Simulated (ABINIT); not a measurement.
Crystal: HgTe (Coloradoite).

```
Hg Te
1.0
     0.00000    3.21450    3.21450
     3.21450    0.00000    3.21450
     3.21450    3.21450    0.00000
Hg Te
1 1
Direct
  0.00000 0.00000 0.00000
  0.75000 0.75000 0.75000
```

Base run:

- Program: ABINIT 10.8.3 (patched build)
- Functional: PBEsol
- Potentials or basis: PseudoDojo NC SR PBEsol v0.4.1 standard
- Cutoff: 1088 eV
- k mesh: 7 × 7 × 7
- Occupations: fermi-dirac, width 0.05 eV
- Spin: no spin polarisation

Its results: band gap on the k mesh none (metal or under the smearing width); pressure 1.8 GPa.

**Question.** The run is repeated on the same cell with these changes: functional from PBEsol to r2SCAN; potentials or basis from PseudoDojo NC SR PBEsol v0.4.1 standard to Ansatz NC r2SCAN; cutoff from 1088 eV to 1469 eV. What comes out?

**Answer.** Band gap on the k mesh none (metal or under the smearing width); pressure 3.2 GPa.
